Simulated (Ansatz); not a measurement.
# Which of these structures of WSe2 lies lowest?

The calculation used Ansatz 0.2.0, DFT, PBE, all-electron LAPW, scalar-relativistic.

Each cell is taken as listed (from a database or a relaxation; residual pressures are under 0.6 GPa and forces under 0.08 eV/Å), on meshes of about 0.2 Å⁻¹ spacing; energies are extrapolated to zero smearing, with no zero-point or thermal terms. Other structures, the observed one among them, may be missing from this set and lie lower. No run is spin-polarised.

Spin–orbit coupling is left out, though it moves levels of the heavy atoms by tenths of an eV or more.

Task: Order the structures by energy per atom, lowest first, and give the differences.
A.
```
W Se
1.0
     3.29992    0.00000    0.00000
    -1.64996    2.85782    0.00000
     0.00000    0.00000    7.48799
W Se
1 2
Direct
  0.00000 0.00000 0.00000
  0.33333 0.66667 0.22942
  0.66667 0.33333 0.77058
```
(CdI2 type, relaxed by us; 10×10×6 mesh on the primitive cell, smearing 0.08 eV, P = 0.0 GPa)
B.
Space group Fm-3m (No. 225). a = 6.203 Å, b = 6.203 Å, c = 6.203 Å, α = 90.00°, β = 90.00°, γ = 90.00°
```
atom  site  symmetry       x       y       z
   W    4a      m-3m  0.0000  0.0000  0.0000
  Se    8c      -43m  0.2500  0.7500  0.7500
```
(fluorite type, relaxed by us; 11×11×11 mesh on the primitive cell, smearing 0.05 eV, P = 0.0 GPa)

Result: A (0 meV/atom), B (553 meV/atom).
